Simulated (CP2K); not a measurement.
## Li in CP2K: convergence with k mesh

Input of the first run (k mesh 3 × 3 × 3); the others differ in this setting and in those tied to it:

File li_converge.inp:

```
&GLOBAL
  PROJECT li_converge
  RUN_TYPE ENERGY_FORCE
  PRINT_LEVEL LOW
&END GLOBAL
&FORCE_EVAL
  METHOD QS
  STRESS_TENSOR ANALYTICAL
  &DFT
    BASIS_SET_FILE_NAME BASIS_MOLOPT_UZH
    POTENTIAL_FILE_NAME POTENTIAL_UZH
    &MGRID
      CUTOFF 450
      REL_CUTOFF 60
      NGRIDS 4
    &END MGRID
    &QS
      METHOD GPW
      EPS_DEFAULT 1.0E-9
    &END QS
    &KPOINTS
      SCHEME MONKHORST-PACK 3 3 3
      GAMMA_CENTERED T
      SYMMETRY T
      SYMMETRY_BACKEND SPGLIB
    &END KPOINTS
    &SCF
      SCF_GUESS ATOMIC
      EPS_SCF 1.0E-6
      MAX_SCF 100
      ADDED_MOS 4
      CHOLESKY OFF
      EPS_EIGVAL 1.0E-7
      &DIAGONALIZATION ON
        ALGORITHM STANDARD
      &END DIAGONALIZATION
      &MIXING ON
        METHOD BROYDEN_MIXING
        ALPHA 0.4
        BETA 1.5
        NBUFFER 8
      &END MIXING
      &SMEAR ON
        METHOD FERMI_DIRAC
        ELECTRONIC_TEMPERATURE [K] 116.045
      &END SMEAR
    &END SCF
    &XC
      &XC_FUNCTIONAL
        &GGA_X_PBE
        &END GGA_X_PBE
        &GGA_C_PBE
        &END GGA_C_PBE
      &END XC_FUNCTIONAL
    &END XC
    &PRINT
      &KPOINTS ON
      &END KPOINTS
      &MULLIKEN ON
      &END MULLIKEN
      &MO ON
        ENERGIES T
        OCCUPATION_NUMBERS T
        &EACH
          QS_SCF 0
        &END EACH
        ADD_LAST NUMERIC
      &END MO
    &END PRINT
  &END DFT
  &SUBSYS
    &CELL
      ABC 3.1719580258 3.0571030453 3.1416683041
      ALPHA_BETA_GAMMA 60.6175906176 57.8034808951 60.6386805513
      PERIODIC XYZ
    &END CELL
    &COORD
      Li  0.0397137684 0.0224059830 0.0777492419
    &END COORD
    &KIND Li
      BASIS_SET DZVP-MOLOPT-PBE-GTH-q3
      POTENTIAL GTH-PBE-q3
    &END KIND
    &PRINT
      &ATOMIC_COORDINATES ON
      &END ATOMIC_COORDINATES
      &CELL ON
      &END CELL
    &END PRINT
  &END SUBSYS
  &PRINT
    &FORCES ON
    &END FORCES
    &STRESS_TENSOR ON
    &END STRESS_TENSOR
  &END PRINT
&END FORCE_EVAL
```

Potentials or basis: POTENTIAL_UZH Li GTH-PBE-q3; DZVP-MOLOPT-PBE-GTH basis.

The run is started by

```bash
$ OMP_NUM_THREADS=1 cp2k.psmp -i li_converge.inp -o li_converge.out
```

The cell isn't the ideal one: cell strained at random at fixed volume.

This isn't the form of Li at room conditions, which is bcc.

Hardware: 1 thread of Intel(R) Xeon(R) Platinum 8488C (Sapphire Rapids) (shared host).

| k mesh | energy less the tightest run, at zero smearing (meV/atom) | pressure (GPa) | SCF cycles | CPU time (s) | peak memory (GiB) |
| --- | --- | --- | --- | --- | --- |
| 3 × 3 × 3 | -131.29 | -0.70 | 9 | 9.4 | 0.25 |
| 4 × 4 × 4 | 80.65 | -0.45 | 9 | 9.6 | 0.25 |
| 5 × 5 × 5 | -52.91 | -0.44 | 9 | 10 | 0.25 |
| 6 × 6 × 6 | 19.74 | -0.16 | 9 | 11 | 0.26 |
| 7 × 7 × 7 | -16.16 | -0.32 | 9 | 12 | 0.26 |
| 9 × 9 × 9 | -3.39 | -0.32 | 9 | 15 | 0.26 |
| 10 × 10 × 10 | -4.09 | -0.35 | 9 | 18 | 0.26 |
| 13 × 13 × 13 | 0.00 | -0.32 | 9 | 28 | 0.27 |

Against the tightest run, the pressure stays within 0.1 GPa from 7 × 7 × 7 on. Not settled before the last step: the energy (to 1 meV/atom). Meshes of other sizes hit other points, so gaps and Fermi surfaces needn't settle smoothly. The tightest run that finished is the yardstick and may itself not be fully converged.

Caveat, for the tightest run too: the basis of atomic orbitals isn't converged, which shifts pressures, moduli and gaps.
